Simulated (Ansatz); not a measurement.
Re in Ansatz: the effect of functional

The system is Re.

```
Re
1.0
     2.76080    0.00000    0.00000
    -1.38040    2.39092    0.00000
     0.00000    0.00000    4.45820
Re
2
Direct
  0.66667 0.33333 0.75000
  0.33333 0.66667 0.25000
```

Alike in all runs:

```yaml
Program: Ansatz 0.2.0
Task: band structure
Potentials_or_basis: Ansatz PAW
k_mesh: 6 × 6 × 4
Occupations: fermi-dirac, width 0.05 eV
Spin: no spin polarisation
```

```tsv
functional	cutoff	pressure (GPa)
LDA	420 eV (not typed: the program's choice for these potentials)	-9.4
PBEsol	420 eV (not typed: the program's choice for these potentials)	-3.7
RPBE	420 eV (not typed: the program's choice for these potentials)	10.4
revPBE	420 eV (not typed: the program's choice for these potentials)	9.3
BLYP	420 eV (not typed: the program's choice for these potentials)	?
r2SCAN	500 eV (not typed: the program's choice for these potentials)	-0.1
```

Task: What does the run with functional BLYP give?

Result: Pressure 20.5 GPa.

Caveats: all runs use coarse meshes; the PAW data sets come from PBE, with cores solved anew for the run's functional, which leaves a small shift of forces and pressure.

Runs at the PBE level aren't shown here.
